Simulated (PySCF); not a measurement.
Species: C7H8O.
Cartesian coordinates in Å at the PBE0-D3(BJ)/def2-TZVP level; atoms count from 1:
```xyz
16
C7H8O angstrom
O     -2.6168   -1.0011   -0.6527
C     -2.0267   -0.1746    0.3257
C     -0.5389   -0.0153    0.1672
C      0.2451   -1.0839   -0.2572
C      1.6182   -0.9424   -0.3830
C      2.2265    0.2677   -0.0800
C      1.4523    1.3376    0.3432
C      0.0777    1.1956    0.4606
H     -2.3858   -0.6484   -1.5167
H     -2.4975    0.8174    0.3487
H     -2.2497   -0.6554    1.2830
H     -0.2340   -2.0272   -0.4941
H      2.2178   -1.7820   -0.7159
H      3.3002    0.3777   -0.1785
H      1.9189    2.2884    0.5740
H     -0.5274    2.0384    0.7806
```

Computed with PySCF at wB97X-D/pcSseg-2, non-relativistic, on one gas-phase PBE0-D3(BJ)/def2-TZVP geometry that isn't relaxed in the solvent. The solvent is an IEF-PCM continuum (Bondi radii, 1.10 Å for H, scaled by 1.2). Only the electrostatic response of the medium enters.

Gas phase at wB97X-D/pcSseg-2: HOMO -8.92 eV, LUMO 1.33 eV, dipole 1.51 D.

Q: What does the continuum do to the energy, the frontier levels and the dipole at wB97X-D/pcSseg-2 in chloroform?

A: 
```csv
solvent,ε,E(solvent) − E(gas) (kJ/mol),polarisation term (kJ/mol),distortion of the solute (kJ/mol),HOMO (eV),LUMO (eV),dipole (D)
chloroform,4.711,-17.36,-18.85,1.49,-8.87,1.38,1.79
```

The polarisation term is half the interaction of the solute with the surface charges that it induces; the rest is the cost of distorting the solute's density. The sum is the electrostatic part of solvation alone.

Q: Which radius a makes the point-dipole formula ΔE = −[(ε − 1)/(2ε + 1)]·μ²/a³ give the value in chloroform, with the gas-phase dipole?

A: μ = 0.594 au and |ΔE| = 0.00661 Eh give a = 1.41 Å; the farthest nucleus lies 3.33 Å from the centroid of the nuclei, so such a sphere wouldn't even hold the nuclei. The formula assumes a rigid point dipole at the centre of a sphere.

Q: Give the dipole vector in the frame of the coordinates (D, pointing from negative to positive charge), gas and chloroform.

A: Gas (0.90, 1.18, -0.29), solvent (0.98, 1.46, -0.33). Its length changes by +19 % and its direction by 3°.

The pairwise dispersion term of wB97X-D wasn't added to the energies; at a given geometry it leaves orbitals and properties as they are.
